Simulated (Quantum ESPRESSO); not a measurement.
The system is Ag.

```xyz
1
Lattice="0.0000 2.0427 2.0427 2.0427 0.0000 2.0427 2.0427 2.0427 0.0000" Properties=species:S:1:pos:R:3 pbc="T T T"
Ag    0.0000    0.0000    0.0000
```

Base run:

* Program: Quantum ESPRESSO 7.5
* Functional: TPSS
* Potentials or basis: SG15 PBE 1.2
* Cutoff: 952 eV
* Density cutoff: 3810 eV
* k mesh: 8 × 8 × 8
* Occupations: fermi-dirac, width 0.05 eV
* Spin: no spin polarisation

Its results: band gap on the k mesh none (metal or under the smearing width); pressure 0.6 GPa.

Question: The run is repeated on the same cell with these changes: functional from TPSS to revTPSS. What comes out?

Answer: Band gap on the k mesh none (metal or under the smearing width); pressure -2.3 GPa.

Caveats: the potentials were made for another functional, which shifts forces and pressure.
